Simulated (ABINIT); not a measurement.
# WS2 in ABINIT: settings compared, part 2 of 3

ABINIT 10.8.3 (patched build).

**3. Band structure, PBEsol**

Input file run.abi:

```
# Datasets: ground state, then fixed potential
ndtset 2

# Pseudopotentials
pp_dirpath "./"
pseudos "W.GGA_PBE-JTH.xml, S.GGA_PBE-JTH.xml"

# Structure
acell 3*1.0 Angstrom
rprim
     3.1835163552     0.0000000000     0.0000000000
    -1.5917581776     2.7570060369     0.0000000000
     0.0000000000     0.0000000000    16.9505778900
ntypat 2
znucl 74 16
natom 3
typat 1 2 2
xcart
     0.0000000000     0.0000000000     0.0000000000
    -0.0000000002     1.8380040247     1.5594618107
    -0.0000000002     1.8380040247    15.3911160793 Angstrom

# Plane-wave basis
ecut 20.0
pawecutdg 40.0

# Exchange and correlation
ixc -116133

# Bands and occupations
occopt 3
tsmear 0.05 eV

# SCF cycle
nstep 100

# Output
iomode 3
prtwf 0
prteig 0
prtebands 0
prtden1 1

# Dataset 1
kptopt1 1
ngkpt1 10 10 2
nshiftk1 1
shiftk1 0.0 0.0 0.0
nband1 17
tolvrs1 1.0e-9

# Dataset 2: bands along G-M-K-G-A-L-H-A
iscf2 -2
getden2 1
nband2 23
nbdbuf2 4
tolwfr2 1.0e-11
kptopt2 -7
ndivsm2 8
prteig2 1
kptbounds2
     0.0000000000     0.0000000000     0.0000000000
     0.5000000000     0.0000000000     0.0000000000
     0.3333333333     0.3333333333     0.0000000000
     0.0000000000     0.0000000000     0.0000000000
     0.0000000000     0.0000000000     0.5000000000
     0.5000000000     0.0000000000     0.5000000000
     0.3333333333     0.3333333333     0.5000000000
     0.0000000000     0.0000000000     0.5000000000
```

Potentials or basis: JTH PAW PBE v2.0.

The run is started by

```bash
abinit run.abi > log 2>&1
```

run.abo:

```text
.Version 10.8.3 of ABINIT
 DATASET    1 : space group P-6 m 2 (#187); Bravais hP (primitive hexag.)
================================================================================
 Values of the parameters that define the memory need for DATASET  1.
     intxc =       0    ionmov =       0      iscf =      17    lmnmax =      18
     lnmax =       6     mgfft =     135  mpssoang =       3    mqgrid =    9120
     natom =       3  nloc_mem =       2    nspden =       1   nspinor =       1
    nsppol =       1      nsym =      12    n1xccc =       1    ntypat =       2
    occopt =       3   xclevel =       2
       mpw =        4334          nfft =       98415          nkpt =          28
 PAW method is used; the additional fine FFT grid is defined by:
   mgfftf=       192    nfftf =    248832
================================================================================
================================================================================

 DATASET    2 : space group P-6 m 2 (#187); Bravais hP (primitive hexag.)
================================================================================
 Values of the parameters that define the memory need for DATASET  2.
     intxc =       0    ionmov =       0      iscf =      -2    lmnmax =      18
     lnmax =       6     mgfft =     135  mpssoang =       3    mqgrid =    9120
     natom =       3  nloc_mem =       2    nspden =       1   nspinor =       1
    nsppol =       1      nsym =      12    n1xccc =       1    ntypat =       2
    occopt =       3   xclevel =       2
       mpw =        4344          nfft =       98415          nkpt =         277
 PAW method is used; the additional fine FFT grid is defined by:
   mgfftf=       192    nfftf =    248832
================================================================================
================================================================================

--------------------------------------------------------------------------------
------------- Echo of variables that govern the present computation ------------
--------------------------------------------------------------------------------
 -outvars: echo values of preprocessed input variables --------
            acell      1.8897261259E+00  1.8897261259E+00  1.8897261259E+00 Bohr
              amu      1.83850000E+02  3.20660000E+01
             ecut      2.00000000E+01 Hartree
           getden1          0
           getden2          1
             iscf1         17
             iscf2         -2
                       outvar_i_n : Printing only first  50 k-points.
              ixc     -116133
           jdtset        1    2
                       outvar_i_n : Printing only first  50 k-points.
           kptopt1          1
           kptopt2         -7
         kptrlatt       10    0    0      0   10    0      0    0    2
          kptrlen1     6.01597403E+01
          kptrlen2     3.00000000E+01
            natom           3
            nband1         17
            nband2         23
           nbdbuf1          0
           nbdbuf2          4
           ndtset           2
           ndivsm1          0
           ndivsm2          8
            ngfft          27      27     135
          ngfftdg          36      36     192
             nkpt1         28
             nkpt2        277
            nstep         100
             nsym          12
           ntypat           2
           occopt           3
        pawecutdg      4.00000000E+01 Hartree
         pawxcdev           0
        prtebands           0
           prteig1          0
           prteig2          1
            prtwf           0
[... 2507 lines left out ...]
comment   : Summary of ground state results
lattice_vectors:
- [  6.0159740,   0.0000000,   0.0000000, ]
- [ -3.0079870,   5.2099863,   0.0000000, ]
- [  0.0000000,   0.0000000,  32.0319499, ]
lattice_lengths: [   6.01597,    6.01597,   32.03195, ]
lattice_angles: [ 90.000,  90.000, 120.000, ] # degrees, (23, 13, 12)
lattice_volume:   1.0039820E+03
convergence: {deltae:  0.000E+00, res2:  0.000E+00, residm:  9.994E-12, diffor:  0.000E+00, }
etotal    :  -8.98026679E+01
entropy   :   0.00000000E+00
fermie    :  -1.18004178E-02
cartesian_stress_tensor: null
pressure_GPa: null
xred      :
- [  0.0000E+00,   0.0000E+00,   0.0000E+00,  W]
- [  3.3333E-01,   6.6667E-01,   9.2001E-02,  S]
- [  3.3333E-01,   6.6667E-01,   9.0800E-01,  S]
cartesian_forces: null
force_length_stats: {min: null, max: null, mean: null, }
...

 Integrated electronic density in atomic spheres:
 ------------------------------------------------
 Atom  Sphere_radius  Integrated_density
    1        2.41189         11.74534838
    2        1.90380          3.59435127
    3        1.90380          3.59435127

================================================================================

 ----iterations are completed or convergence reached----

 Mean square residual over all n,k,spin=   58.915E-13; max=  99.941E-13
 reduced coordinates (array xred) for    3 atoms
       0.000000000000      0.000000000000      0.000000000000
       0.333333333333      0.666666666667      0.092000510001
       0.333333333333      0.666666666667      0.907999489999

 cartesian coordinates (angstrom) at end:
    1      0.00000000000000     0.00000000000000     0.00000000000000
    2      0.00000000000000     1.83800402460000     1.55946181070000
    3      0.00000000000000     1.83800402460000    15.39111607930000
 length scales=  1.889726125908  1.889726125908  1.889726125908 bohr
              =  1.000000000000  1.000000000000  1.000000000000 angstroms
 Eigenvalues (hartree) for nkpt= 277  k points:
 kpt#   1, nband= 23, wtk=  1.00000, kpt=  0.0000  0.0000  0.0000 (reduced coord)
  -2.76644   -1.45194   -1.44638   -1.44638   -0.59006   -0.52785   -0.28077   -0.15340
  -0.15340   -0.12272   -0.10715   -0.10715   -0.04733    0.05922    0.05922    0.06650
   0.06650    0.13536    0.15551    0.15804    0.19691    0.25436    0.26736
 kpt#   2, nband= 23, wtk=  1.00000, kpt=  0.0102  0.0000  0.0000 (reduced coord)
  -2.76644   -1.45193   -1.44640   -1.44639   -0.58999   -0.52783   -0.28069   -0.15358
  -0.15334   -0.12314   -0.10726   -0.10684   -0.04735    0.05914    0.05935    0.06631
   0.06644    0.13560    0.15569    0.15811    0.19701    0.25443    0.26774
 kpt#   3, nband= 23, wtk=  1.00000, kpt=  0.0204  0.0000  0.0000 (reduced coord)
  -2.76644   -1.45193   -1.44644   -1.44640   -0.58980   -0.52776   -0.28046   -0.15411
  -0.15315   -0.12430   -0.10758   -0.10599   -0.04744    0.05889    0.05974    0.06574
   0.06625    0.13628    0.15622    0.15834    0.19730    0.25463    0.26855
 kpt#   4, nband= 23, wtk=  1.00000, kpt=  0.0306  0.0000  0.0000 (reduced coord)
  -2.76643   -1.45191   -1.44650   -1.44641   -0.58948   -0.52765   -0.28008   -0.15498
  -0.15283   -0.12601   -0.10810   -0.10481   -0.04759    0.05850    0.06037    0.06481
   0.06594    0.13738    0.15713    0.15872    0.19780    0.25497    0.27002
 kpt#   5, nband= 23, wtk=  1.00000, kpt=  0.0408  0.0000  0.0000 (reduced coord)
[... 1077 lines left out ...]
  -0.15284   -0.12597   -0.10811   -0.10482   -0.04759    0.05850    0.06036    0.06484
   0.06594    0.13952    0.14801    0.16676    0.19794    0.24935    0.26984
 kpt# 275, nband= 23, wtk=  1.00000, kpt=  0.0117  0.0117  0.5000 (reduced coord)
  -2.76644   -1.45193   -1.44644   -1.44640   -0.58980   -0.52776   -0.28046   -0.15409
  -0.15315   -0.12428   -0.10757   -0.10600   -0.04745    0.05890    0.05973    0.06575
   0.06625    0.13826    0.14763    0.16597    0.19758    0.24894    0.26841
 kpt# 276, nband= 23, wtk=  1.00000, kpt=  0.0058  0.0058  0.5000 (reduced coord)
  -2.76644   -1.45193   -1.44640   -1.44639   -0.58999   -0.52783   -0.28069   -0.15358
  -0.15334   -0.12314   -0.10726   -0.10684   -0.04736    0.05914    0.05935    0.06631
   0.06644    0.13748    0.14741    0.16550    0.19736    0.24869    0.26754
 kpt# 277, nband= 23, wtk=  1.00000, kpt=  0.0000  0.0000  0.5000 (reduced coord)
  -2.76644   -1.45194   -1.44638   -1.44638   -0.59006   -0.52785   -0.28077   -0.15340
  -0.15340   -0.12273   -0.10715   -0.10715   -0.04733    0.05922    0.05922    0.06650
   0.06650    0.13722    0.14733    0.16535    0.19729    0.24861    0.26725

== END DATASET(S) ==============================================================
================================================================================

 -outvars: echo values of variables after computation  --------
            acell      1.8897261259E+00  1.8897261259E+00  1.8897261259E+00 Bohr
           etotal1    -8.9802667928E+01
            fcart1     5.9677678357E-29  3.4454923665E-29 -0.0000000000E+00
                       5.9677678357E-29  3.4454923665E-29 -1.7400544824E-03
                      -1.1935535671E-28 -6.8909847330E-29  1.7400544824E-03
            rprim      3.1835163552E+00  0.0000000000E+00  0.0000000000E+00
                      -1.5917581776E+00  2.7570060369E+00  0.0000000000E+00
                       0.0000000000E+00  0.0000000000E+00  1.6950577890E+01
           strten1     4.5519226723E-05  4.5519226792E-05  1.2668535794E-05
                       0.0000000000E+00  0.0000000000E+00  0.0000000000E+00
           xangst      0.0000000000E+00  0.0000000000E+00  0.0000000000E+00
                       1.9427077153E-17  1.8380040246E+00  1.5594618107E+00
                       1.9427077153E-17  1.8380040246E+00  1.5391116079E+01
             xred      0.0000000000E+00  0.0000000000E+00  0.0000000000E+00
                       3.3333333333E-01  6.6666666667E-01  9.2000510001E-02
                       3.3333333333E-01  6.6666666667E-01  9.0799949000E-01
 Calculation completed.
```

It took 13 min on 1 thread of Arm Neoverse V1, shared host; peak memory 0.62 GiB.

What came out:

- Free energy: -2443.6551 eV
- Largest force: 0.089 eV/Å
- Band gap on the k mesh: 1.99 eV, indirect (least direct gap 2.15 eV)
- Band gap along the path: 1.78 eV, direct
- Valence electrons inside the program's atomic spheres: W 11.75; S 3.59

Forces in eV/Å, atoms in the order of the input:
```
W    0.000  0.000  0.000
S    0.000  0.000 -0.089
S    0.000  0.000  0.089
```

Levels at the corners of the path, in eV from the valence-band top:
```tsv
point	band 10	band 11	band 12	band 13	band 14	band 15	band 16	band 17
Γ	-2.05	-1.63	-1.63	0.00	2.90	2.90	3.10	3.10
M	-3.42	-2.07	-1.26	-0.92	2.84	3.30	4.05	4.77
K	-3.88	-3.23	-2.31	0.00	1.78	3.36	4.08	5.57
Γ	-2.05	-1.63	-1.63	0.00	2.90	2.90	3.10	3.10
A	-2.05	-1.63	-1.63	0.00	2.90	2.90	3.10	3.10
L	-3.42	-2.07	-1.26	-0.92	2.84	3.30	4.05	4.77
H	-3.88	-3.23	-2.31	0.00	1.78	3.36	4.08	5.57
A	-2.05	-1.63	-1.63	0.00	2.90	2.90	3.10	3.10
```

Caveat: the PAW data sets were made with another functional, which shifts forces and pressure a little; spin-orbit coupling is left out, which moves the levels of the heavy elements. Expect the measured gap to be larger: semilocal functionals such as PBEsol lack the derivative discontinuity.

[end of part 2 of 3]
